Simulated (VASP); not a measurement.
# PbS under changes of volume

One of the cells (27.197 Å³/atom); the others are scaled copies at fixed shape and fractional positions:

```
Pb S
1.0
     2.09373   -6.03098    0.00000
     2.09373    6.03098    0.00000
     0.00000    0.00000    4.30766
Pb S
2 2
Direct
  0.13056 0.86944 0.25000
  0.86944 0.13056 0.75000
  0.35480 0.64520 0.25000
  0.64520 0.35480 0.75000
```

Measurements of this composition are mostly on another form, of space group No. 225.

```yaml
Program: VASP 6.6.1
Functional: PBEsol
Potentials_or_basis: VASP PAW PBE potentials, release 64 (Pb_d, S)
Cutoff: 520 eV
k_mesh: 7 × 7 × 6
Occupations: fermi-dirac, width 0.05 eV
Spin: no spin polarisation
```

```tsv
volume (Å³/atom)	energy over the lowest point (meV/atom)	pressure (GPa)	gap on the mesh (eV)	largest force (eV/Å)
25.064	?	?	?	?
25.597	0.00	0.3	1.07	0.223
26.130	0.69	-0.9	1.12	0.095
27.197	12.80	-2.8	1.20	0.153
27.730	23.47	-3.7	1.24	0.262
28.263	36.79	-4.4	1.25	0.364
```

Problem. What does the run at 25.064 Å³/atom give?

Solution. Energy over the lowest point 3.45 meV/atom; pressure 1.6 GPa; gap on the mesh 1.02 eV; largest force 0.367 eV/Å.

Worked out: A Birch-Murnaghan fit of order 3 (a polynomial in V^(-2/3)) to the other rows has its minimum at 25.77 Å³/atom with B0 = V·E''(V) = 58 GPa and B' = 4.4 at fixed shape and positions, which overstates the stiffness. It gives 3.45 meV/atom at 25.064 Å³/atom, against the run's 3.45, and -dE/dV = 1.7 GPa, against 1.6. A parabola through the other rows of the gap, of slope 3.19 eV per unit of ln V there, extrapolates to 1.01 eV, against the run's 1.02.

Energies are extrapolated to zero smearing.

Caveats: the PAW data sets were made with another functional, which shifts forces and pressure a little; spin-orbit coupling is left out, which as a rule narrows the gap of such compounds by several tenths of an eV; an odd mesh through Γ misses points on the zone boundary, where band edges often lie.
